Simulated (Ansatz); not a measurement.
**CdTe: from a trial structure to a relaxed crystal**

The calculation used Ansatz, DFT PBE, scalar-relativistic, plane waves, PAW. Cutoff 420 eV, Γ-centred k mesh, Gaussian smearing, no spin polarisation in the final step.

A relaxed cell is given with its space group left out.

```xyz
2
Lattice="3.6815 0.0000 0.0000 0.0000 3.6815 0.0000 0.0000 0.0000 4.0054" Properties=species:S:1:pos:R:3 pbc="T T T"
Cd    1.8408    1.8408    2.0027
Te    0.0000    0.0000    0.0000
```

Energies over the elements count from the elements' standard structures at the same level, with no empirical corrections.

Problem. What space group does it have?

Solution. P4/mmm (No. 123). Conventional cell: a = 3.682 Å, c = 4.005 Å. Cd has 8 Te at 3.28 Å, 4 Cd at 3.68 Å and 2 Cd at 4.01 Å; Te is coordinated by 8 Cd at 3.28 Å, 4 Te at 3.68 Å and 2 Te at 4.01 Å.

Problem. What is its formation energy per atom?

Solution. 0.08 eV/atom.

Problem. Is it a metal?

Solution. Yes, bands cross the Fermi level on the 16×16×14 mesh.

The final run used a 16×16×14 mesh on its 2-atom cell and 0.10 eV smearing. The k mesh leaves about 4 meV/atom of noise in metals. Spin–orbit coupling is left out. The cell came from a trial start, so CdTe may not exist in this structure.

Cost: 4 runs of about 1.9 core-minutes in all, on Arm Neoverse V2 (shared hosts).